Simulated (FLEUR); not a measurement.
NaCl:

```
CELL_PARAMETERS angstrom
0.00000 2.79406 2.79406
2.79406 0.00000 2.79406
2.79406 2.79406 0.00000
ATOMIC_POSITIONS crystal
Cl 0.50000 0.50000 0.50000
Na 0.00000 0.00000 0.00000
```

The cell is a database's computed one.

Base run:

- Program: FLEUR MaX-R8.1 (later development tree)
- Functional: BLYP
- Potentials or basis: all-electron
- Basis: FLAPW
- Kmax: 4.1 1/bohr
- k mesh: 8 × 8 × 8
- Occupations: fermi-dirac, width 0.05 eV
- Spin: no spin polarisation

Its results: band gap on the k mesh 5.24 eV, direct.

Question: After a change of settings the same cell gave: band gap on the k mesh 5.92 eV, direct. Which change was it?
A. functional from BLYP to SCAN
B. functional from BLYP to PBEsol
C. functional from BLYP to LDA

Answer: A.

SCAN gives the wider gap, since meta-GGAs in the generalised Kohn-Sham scheme recover part of the derivative discontinuity.

Caveats: the meta-GGA is that of a development version, with a GGA for the radial functions and cores and without core tails (some runs).

Not every run made on this cell is shown here.
